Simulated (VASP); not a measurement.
Wanted: the native input for a VASP 6.6.1 run.

| Property | Result |
| --- | --- |
| Task | relaxation of cell and atoms |
| Functional | SCAN |
| Dispersion | D3(BJ) |
| Potentials or basis | VASP PAW PBE potentials, release 54 (Ti_sv, O) |
| Cutoff | 600 eV |
| k mesh | 10 × 10 × 6 |
| Occupations | gaussian, width 0.05 eV |
| Spin | no spin polarisation |
| Target pressure | 30 GPa |
| Further INCAR settings | ALGO = Normal; EDIFF = 1e-06; IBRION = 1; POTIM = 0.2; EDIFFG = -0.005; NSW = 40; ISIF = 3 |
| Target pressure | 30 GPa |

The structure of Ti2O lies in Ti2O.cif:

```cif
data_Ti2O
_cell_length_a 2.91940000
_cell_length_b 2.91940000
_cell_length_c 4.71300000
_cell_angle_alpha 90.00000000
_cell_angle_beta 90.00000000
_cell_angle_gamma 120.00000000
_space_group_name_H-M_alt 'P-3m1'
_space_group_name_Hall '-P 3 2"'
_space_group_IT_number 164
loop_
_space_group_symop_operation_xyz
'x,y,z'
'-x,-y,-z'
'-y,x-y,z'
'y,-x+y,-z'
'-x+y,-x,z'
'x-y,x,-z'
'y,x,-z'
'-y,-x,z'
'x-y,-y,-z'
'-x+y,y,z'
'-x,-x+y,-z'
'x,x-y,z'
loop_
_atom_site_label
_atom_site_type_symbol
_atom_site_symmetry_multiplicity
_atom_site_Wyckoff_symbol
_atom_site_fract_x
_atom_site_fract_y
_atom_site_fract_z
_atom_site_occupancy
Ti1 Ti 2 d 0.3333333333 0.6666666667 0.7212600000 1
O1 O 1 a 0.0000000000 0.0000000000 0.0000000000 1
```

The structure of Ti2O lies in POSCAR:

```
Ti O 
 1.0000000000000000
     2.9194000000000000    0.0000000000000000    0.0000000000000000
    -1.4596999999999993    2.5282745638082904    0.0000000000000000
     0.0000000000000000    0.0000000000000000    4.7130000000000001
 Ti  O  
   2   1
Cartesian
 -0.0000000001459696  1.6855163759564693  3.3992983800000003
  1.4597000001459706  0.8427581878518211  1.3137016200000000
  0.0000000000000000  0.0000000000000000  0.0000000000000000
```

The input as run:

INCAR

```
SYSTEM = Ti2O
ALGO = Normal
EDIFF = 1E-6
EDIFFG = -0.005
ENCUT = 600
IBRION = 1
ISIF = 3
ISMEAR = 0
IVDW = 12
LASPH = .TRUE.
LCHARG = .FALSE.
LMIXTAU = .TRUE.
LREAL = .FALSE.
LWAVE = .FALSE.
METAGGA = SCAN
NELM = 100
NSW = 40
POTIM = 0.2
PREC = Accurate
PSTRESS = 300
SIGMA = 0.05
```

KPOINTS

```
k-points
0
G
  10 10 6
  0 0 0
```

Potentials or basis: VASP PAW PBE potentials, release 54 (Ti_sv, O).

Command:

```sh
$ ase convert -i cif -o vasp Ti2O.cif POSCAR
$ cat potpaw_PBE.54/Ti_sv/POTCAR potpaw_PBE.54/O/POTCAR > POTCAR
$ mpirun -np 1 vasp_std > vasp.out
```

Results of the run:

- Relaxed volume: 10.66 Å³/atom
- Relaxed cell: a = 2.823 Å, b = 2.823 Å, c = 4.636 Å, α = 90.00°, β = 90.00°, γ = 120.00°
- Space group after relaxing (to 0.05 Å): P-3m1 (No. 164)
- Energy change on relaxing (the enthalpy is what falls): +86.6 meV/atom
- Ionic steps: 6
- Pressure after relaxing: 30.0 GPa
- Band gap on the k mesh: none (metal or under the smearing width)
- Dispersion energy per atom: -0.162 eV

Caveat: the cell is relaxed towards a set pressure, so the enthalpy falls and the energy may rise; the PAW data sets were made with another functional, which shifts forces and pressure a little; semilocal functionals often make such compounds metallic where correlation or magnetic order opens a gap, which also shifts bond lengths; pairwise dispersion overbinds metals, which lowers pressure and volume.

Run time: 9.9 min on 1 thread of Intel(R) Xeon(R) Platinum 8559C (Emerald Rapids) (shared host), peak memory 0.22 GiB.
